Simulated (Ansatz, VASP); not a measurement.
# One calculation of Hf, two programs

```
Hf
1.0
     3.12363    0.00000    0.00000
    -1.56182    2.70515    0.00000
     0.00000    0.00000   27.43542
Hf
4
Cartesian
  0.0000 1.8034 7.0000
  1.5618 0.9017 9.3529
  0.0000 1.8034 11.9251
  1.5618 0.9017 14.3477
```

Alike in both runs: task single point; functional PBEsol; dispersion D3(BJ); k mesh 18 × 18 × 1; occupations methfessel-paxton of order 1, width 0.1 eV; no spin polarisation.

|  | VASP | Ansatz |
| --- | --- | --- |
| version | VASP 6.6.1 | Ansatz 0.2.0 |
| potentials or method | VASP PAW PBE potentials, release 64 (Hf_pv) | scalar-relativistic, plane waves, PAW |
| plane-wave cutoff (eV) | 520 | 420 |
| valence electrons in the cell | 40 | 104 |

Ansatz gave:

- gap on the k mesh at the Fermi level (eV): none
- rms of the force components (eV/Å): 0.194

What did VASP give for the same quantities?

gap on the k mesh at the Fermi level (eV): none; rms of the force components (eV/Å): 0.209.

Atom by atom the forces differ by 0.019 eV/Å (rms over components). A gap of «none» marks a metal or a gap that the smearing closes. The two sets of potentials don't hold the same shells in valence.

Caveats: the PAW data sets were made with another functional, which shifts forces and pressure a little (VASP). The runs have no spin-orbit coupling, so splittings on Hf are missing.
